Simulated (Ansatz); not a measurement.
# TiS2: how the settings move a single-point run

Question: which choices in the input matter for TiS2?

Computed with Ansatz 0.2.0 (reference: DFT, PBEsol, plane waves, PAW, unless a step's input says otherwise).

1 further run of the same task is left out (it didn't finish).

## Step 1: The starting structure

It takes space group P-3m1 (No. 164, trigonal). The conventional cell has a = 3.411 Å, b = 3.411 Å, c = 5.742 Å, α = 90.00°, β = 90.00°, γ = 120.00°. Ti (site symmetry -3m) has 6 S at 2.42 Å as nearest neighbours. S (site symmetry 3m) has 3 Ti at 2.42 Å as nearest neighbours.

Coordinates:

```
CELL_PARAMETERS angstrom
2.94808 -1.70542 0.18487
2.94808 1.70542 0.18487
-0.35902 0.00000 5.73034
ATOMIC_POSITIONS crystal
Ti 0.00000 0.00000 0.00000
S 0.66665 0.66665 0.24478
S 0.33335 0.33335 0.75522
```

## Step 2: Reference

input.yaml reads:

```yaml
crystal:
  lattice:
    - [2.9480793109, -1.7054152818, 0.1848650273]
    - [2.9480793109, 1.7054152818, 0.1848650273]
    - [-0.359017277, 0.0, 5.7303380735]
  atoms:
    - { symbol: Ti, position: [0.0, 0.0, 0.0] }
    - { symbol: S, position: [0.666652716, 0.666652716, 0.2447789819] }
    - { symbol: S, position: [0.333347284, 0.333347284, 0.7552210181] }
kpoints:
  mp_grid: { grid: [6, 6, 4] }
hamiltonian:
  xc: pbesol
scf:
  occupations: { method: fermi_dirac, width: 0.02 }
  n_extra_bands: 4
output:
  forces: true
  stress: true
  eigenvalues: true
  write_density: true
  write_potential: true
  elf: true
  volumetric_format: npy
```

Run with:

```bash
ansatz run input.yaml --threads 4 --pin off --max-ram 3686MiB --backend cpu --events-out ev --progress --plain --runs-dir out
```

## Step 3: Changing settings: mp_grid.grid [2, 2, 2]

input.yaml, as its differences from that of step 2:

```diff
@@ -10,3 +10,3 @@
 kpoints:
-  mp_grid: { grid: [6, 6, 4] }
+  mp_grid: { grid: [2, 2, 2] }
 hamiltonian:
@@ -20,5 +20 @@
   eigenvalues: true
-  write_density: true
-  write_potential: true
-  elf: true
-  volumetric_format: npy
```

Before running it: what results should come out? Wanted: for each run, ending; energy change; pressure; gap; force.

The runs gave:

```csv
run,ending,energy change,pressure (GPa),gap (eV),force (eV/Å),cycles,time
reference,converged,0,-2.3,0.00,0.04,7,2 s
"1: mp_grid.grid [2, 2, 2]",converged,+461.8 meV/atom,1.3,0.00,0.11,10,0.77 s
```

Times don't compare one to one where runs were asked for different outputs or read a saved state (see the inputs); cycles may leave out searches for a lower state.

Residual by cycle in the longest SCF loop of each run; runs are numbered as in the table. The quantity is the density residual dr2, in eV.

```csv
cycle,reference,run 1
1,0.0129,0.0999
2,0.00706,0.0496
3,0.00931,0.666
4,3.3e-4,0.00132
5,1.8e-5,5.2e-4
6,1.1e-7,4.3e-5
7,2.8e-9,5.1e-6
8,-,1.0e-6
9,-,2.1e-7
10,-,2.8e-8
```

**Reading.** Changing the k-point mesh moves the energy by +461.8 meV/atom, and the pressure goes from -2.3 to 1.3 GPa and the largest force goes from 0.04 to 0.11 eV/Å. The energy is not variational in the mesh, so the sign tells nothing. The reference has no spin polarisation; with Ti present, a magnetic state may lie lower.
